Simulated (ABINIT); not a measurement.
CsPbCl3:

```
Pb Cs Cl
1.0
     5.60500    0.00000    0.00000
     0.00000    5.60500    0.00000
     0.00000    0.00000    5.60500
Pb Cs Cl
1 1 3
Direct
  0.50000 0.50000 0.50000
  0.00000 0.00000 0.00000
  0.50000 0.00000 0.50000
  0.00000 0.50000 0.50000
  0.50000 0.50000 0.00000
```

Base run:

```yaml
Program: ABINIT 10.8.3 (patched build)
Functional: LDA
Potentials_or_basis: JTH PAW LDA v2.0
Cutoff: 680 eV
k_mesh: 4 × 4 × 4
Occupations: fermi-dirac, width 0.05 eV
Spin: no spin polarisation
```

Its results: band gap on the k mesh 1.74 eV, direct.

Question: After a change of settings the same cell gave: band gap on the k mesh 1.66 eV, direct. Which change was it?
A. potentials or basis from JTH PAW LDA v2.0 to JTH PAW LDA v2.0 sp; k mesh from 4 × 4 × 4 to 5 × 5 × 5; valence electrons from 44 to 34
B. k mesh from 4 × 4 × 4 to 2 × 2 × 2
C. k mesh from 4 × 4 × 4 to 5 × 5 × 5
D. functional from LDA to LDA-PZ; k mesh from 4 × 4 × 4 to 5 × 5 × 5

Answer: B.

Caveats: some runs use coarse meshes; spin-orbit coupling is left out, which as a rule narrows the gap of such compounds by several tenths of an eV.

Runs at the PBE level aren't shown here.
